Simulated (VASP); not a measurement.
A run of VASP 6.6.1 is set up as follows.

POSCAR

```
ZnS
1.0
    3.8068042612      0.0000000000      0.0000000000
   -1.9034021306      3.2967891975      0.0000000000
    0.0000000000      0.0000000000      6.2457689094
Zn S
2 2
Direct
    0.3333333333      0.6666666667      0.0053888419
    0.6666666667      0.3333333333      0.5053888419
    0.3333333333      0.6666666667      0.3796111581
    0.6666666667      0.3333333333      0.8796111581
```

The input INCAR.step1:

```
  ALGO = Normal
  EDIFF = 1E-4
  ENCUT = 520
  GGA = PE
  ISMEAR = 0
  LASPH = T
  LCHARG = F
  LREAL = F
  LWAVE = T
  NBANDS = 26
  NELM = 100
  PREC = Accurate
  SIGMA = 0.01
```

Contents of INCAR.step2:

```
  ALGO = Normal
  EDIFF = 1E-7
  ENCUT = 520
  ISIF = 2
  ISMEAR = 0
  ISTART = 1
  LASPH = T
  LCHARG = F
  LMIXTAU = T
  LREAL = F
  LWAVE = F
  METAGGA = R2SCAN
  NBANDS = 26
  NELM = 100
  PREC = Accurate
  SIGMA = 0.01
```

The input KPOINTS:

```
k-points
0
Gamma
  6 6 4
```

Potentials or basis: VASP PAW PBE potentials, release 64 (Zn, S).

Command:

```console
$ cat potpaw_PBE.64/Zn/POTCAR potpaw_PBE.64/S/POTCAR > POTCAR
$ cp INCAR.step1 INCAR
$ mpirun -np 1 vasp_std > vasp.out
$ cp INCAR.step2 INCAR
$ mpirun -np 1 vasp_std > vasp.out
```

(1) Predict the pressure.

(2) What does it give for the band gap on the k mesh?

## Answers

(1) 0.0 GPa.

(2) 2.79 eV, direct.

Caveat: the PAW data sets were made with another functional, which shifts forces and pressure a little.

**Measured values to compare with.**

A printed reference work, monograph reports, for a bulk crystal of ZnS at 4 K: band gap 3.911 eV (direct).

Measured gap of ZnS: 3.911 eV (direct; 4 K; a printed reference work, monograph). This calculation gives 2.79 eV (-1.13 eV). The value is that of r2SCAN, without temperature or zero-point motion.
